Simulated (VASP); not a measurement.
Runs of VASP 6.6.1 on W. The structure is cubic, space group Im-3m (No. 229). The conventional cell has a = 3.165 Å, b = 3.165 Å, c = 3.165 Å, α = 90.00°, β = 90.00°, γ = 90.00°. Around W (site symmetry m-3m) lie 8 W at 2.74 Å. 

```tsv
level	gap on the mesh (eV)	pressure (GPa)	relaxed volume (Å³/atom)
vdW-DF2	none	-0.1	17.10
rev-vdW-DF2	none	0.0	15.96
BEEF-vdW	none	0.0	(b)
optB88-vdW	none	0.0	16.15
vdW-DF-cx	none	0.0	(a)
optPBE-vdW	none	0.0	16.26
vdW-DF	none	0.0	16.58
optB86b-vdW	none	0.0	15.95
```

Alike in all rows: task relaxation of cell and atoms; potentials or basis VASP PAW PBE potentials, release 64 (W_sv); no spin polarisation; cell relaxed; k mesh 12 × 12 × 12; cutoff (eV) 600; smearing fermi-dirac 0.05 eV.

Task: Estimate the missing entries.

Result: (a) 15.80; (b) 16.22.

Caveats: the PAW data sets were made with another functional, which shifts forces and pressure a little.

A k mesh can miss the band edges, and the runs leave out spin-orbit coupling on W.

A gap of «none» marks a metal or a gap under the smearing width.
